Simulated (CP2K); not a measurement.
GaSb:

```
Sb Ga
1.0
     4.32608    0.00000    0.00000
     2.16304    3.74649    0.00000
     2.16304    1.24883    3.53223
Sb Ga
1 1
Direct
  0.75000 0.75000 0.75000
  0.00000 0.00000 0.00000
```

Base run:

* Program: CP2K 2026.2
* Functional: RPBE
* Dispersion: D3
* Potentials or basis: POTENTIAL_UZH Sb GTH-PBE-q5, Ga GTH-PBE-q13; TZVP-MOLOPT-PBE-GTH basis
* Density cutoff: 6123 eV
* k mesh: 8 × 8 × 8
* Occupations: fermi-dirac, width 0.05 eV
* Spin: no spin polarisation

Its results: band gap on the k mesh 0.16 eV, direct; pressure 1.5 GPa.

Problem. The run is repeated on the same cell with these changes: dispersion from D3 to D4. What comes out?

Solution. Band gap on the k mesh 0.16 eV, direct; pressure -1.1 GPa.

Caveats: the potentials were made for another functional, which shifts forces and pressure; spin-orbit coupling is left out, which moves the levels of the heavy elements; the basis of atomic orbitals isn't converged, which shifts pressures, moduli and gaps.

A k mesh can miss the band edges.
